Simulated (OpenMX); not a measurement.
The system is ZnSe (Stilleite).

```xyz
2
Lattice="0.0000 2.8338 2.8338 2.8338 0.0000 2.8338 2.8338 2.8338 0.0000" Properties=species:S:1:pos:R:3 pbc="T T T"
Se    4.2507    4.2507    4.2507
Zn    0.0000    0.0000    0.0000
```

Base run:

| Item | Value |
| --- | --- |
| Program | OpenMX 3.8.5 |
| Functional | PBE |
| Potentials or basis | OpenMX 2013 PBE set, Se7.0-s3p2d2, Zn6.0H-s3p2d2, grid cutoff 500 Ry |
| k mesh | 9 × 9 × 9 |
| Occupations | fermi-dirac, width 0.05 eV |
| Spin | no spin polarisation |

Its results: band gap on the k mesh 1.61 eV, direct.

**Question.** The run is repeated on the same cell with these changes: k mesh from 9 × 9 × 9 to 7 × 7 × 7; spin from no spin polarisation to non-collinear spin, zero start, spin-orbit coupling. What comes out?

**Answer.** Band gap on the k mesh 1.47 eV, direct; net moment 0.00 μB per cell.

Several settings changed at once, so the effect can't be laid on one alone.

Caveats: the basis of atomic orbitals isn't converged, which shifts pressures, moduli and gaps; total energies with and without spin-orbit coupling shouldn't be compared in this program (some runs).
